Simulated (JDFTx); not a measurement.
## Cr: equation of state with PBEsol

The system is Cr.

```
CELL_PARAMETERS angstrom
-1.48445 1.48445 1.48445
1.48445 -1.48445 1.48445
1.48445 1.48445 -1.48445
ATOMIC_POSITIONS crystal
Cr 0.00000 0.00000 0.00000
```

```
Program                                 : JDFTx 1.7.0 (patched build)
Task                                    : equation of state
Functional                              : PBEsol
Potentials or basis                     : PseudoDojo-SR-PBEsol-0.4.1-standard
Cutoff                                  : 1279 eV
Density cutoff                          : 5116 eV
k mesh                                  : 12 × 12 × 12
Occupations                             : fermi-dirac, width 0.05 eV
Spin                                    : collinear spin, ferromagnetic start
Starting moments                        : [3.0] μB
Density cutoff over wavefunction cutoff : 4
Max SCF steps                           : 100
SCF threshold on the energy             : 1e-09 Ha
Solver of the electrons                 : scf
```

- Equilibrium volume: 11.15 Å³/atom (rough: see the caveat)
- Bulk modulus: 285 GPa (rough)

Energy against volume, from the lowest point:
```csv
volume (Å³/atom),energy (meV/atom)
12.299,0.00
12.561,39.96
12.823,85.47
13.084,135.88
13.346,190.60
13.608,249.11
13.870,310.93
```

Caveat: the minimum lies outside the volumes run.
